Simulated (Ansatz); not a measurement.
# Ir (Iridium): the cost of one run

Program: Ansatz 0.2.0. Level of theory: DFT PBE, scalar-relativistic, plane waves, PAW. These are calculated values, not measurements.

The COD entry's cell or inner coordinates are ideal or old and differ from later refinements, so a difference from it is no clean test against experiment.

6 further runs of the same task are left out: 6 set aside as unsound or not needed.

## 1. Starting point

It takes space group Fm-3m (No. 225, cubic). The conventional cell has a = 3.871 Å, b = 3.871 Å, c = 3.871 Å, α = 90.00°, β = 90.00°, γ = 90.00°. Ir (site symmetry m-3m) is surrounded by 12 Ir at 2.74 Å.

Coordinates:

```cif
data_structure
_symmetry_space_group_name_H-M 'Fm-3m'
_symmetry_Int_Tables_number 225
_cell_length_a 3.8707
_cell_length_b 3.8707
_cell_length_c 3.8707
_cell_angle_alpha 90.000
_cell_angle_beta 90.000
_cell_angle_gamma 90.000
_cell_volume 57.99
loop_
_atom_site_label
_atom_site_type_symbol
_atom_site_symmetry_multiplicity
_atom_site_Wyckoff_symbol
_atom_site_fract_x
_atom_site_fract_y
_atom_site_fract_z
_atom_site_occupancy
Ir1 Ir 4 a 0.00000 0.00000 0.00000 1
```

It is the result of an earlier relaxation at this level (volume 14.50 Å³/atom; gap on the mesh: none (metal)).

## 2. The (111) slab

Miller indices refer to the conventional cell of the relaxed bulk, Fm-3m (No. 225): a = 3.871 Å, b = 3.871 Å, c = 3.871 Å, α = 90.00°, β = 90.00°, γ = 90.00°.

Cut from the relaxed bulk: a (111) slab, 11.2 Å thick as cut, with 15 Å of vacuum; its outer planes are Ir (top) and Ir (bottom).

The slab as cut. Its planes from the bottom up:

| plane | atoms per cell | height over the lowest (Å) |
| --- | --- | --- |
| 1 | Ir | 0.00 |
| 2 | Ir | 2.23 |
| 3 | Ir | 4.47 |
| 4 | Ir | 6.70 |
| 5 | Ir | 8.94 |
| 6 | Ir | 11.17 |

## 3. The slab as cut, atoms at the bulk's places

The cell repeats along c, and a dipole correction in the vacuum removes the field between the copies.

The input, input.yaml:

```yaml
crystal:
  lattice:
    - [2.7369706002, 0.0, 0.0]
    - [-1.3684853001, 2.3702860692, 0.0]
    - [0.0, 0.0, 26.1736356858]
  atoms:
    - { symbol: Ir, position: [0.6666666667, 0.3333333333, 0.286547887] }
    - { symbol: Ir, position: [0.3333333333, 0.6666666667, 0.3719287322] }
    - { symbol: Ir, position: [0.0, 0.0, 0.4573095774] }
    - { symbol: Ir, position: [0.6666666667, 0.3333333333, 0.5426904226] }
    - { symbol: Ir, position: [0.3333333333, 0.6666666667, 0.6280712678] }
    - { symbol: Ir, position: [0.0, 0.0, 0.713452113] }
basis:
  ecutwfc: 420
kpoints:
  mp_grid: { grid: [15, 15, 1] }
hamiltonian:
  xc: pbe
scf:
  occupations: { method: gaussian, width: 0.1 }
output:
  forces: true
  stress: true
  eigenvalues: true
  write_density: true
  write_potential: true
  elf: true
  volumetric_format: npy
efield:
  axis: 3
  dipole_correction: true
```

Launch:

```bash
> ansatz run input.yaml --threads 1 --pin off --max-ram 2560MiB --backend cpu --events-out ev --progress --plain --runs-dir out
```

Q: Estimate wall time and peak memory on 1 thread of Arm Neoverse V2, shared host.

About 31 s, with a peak of 0.47 GiB.
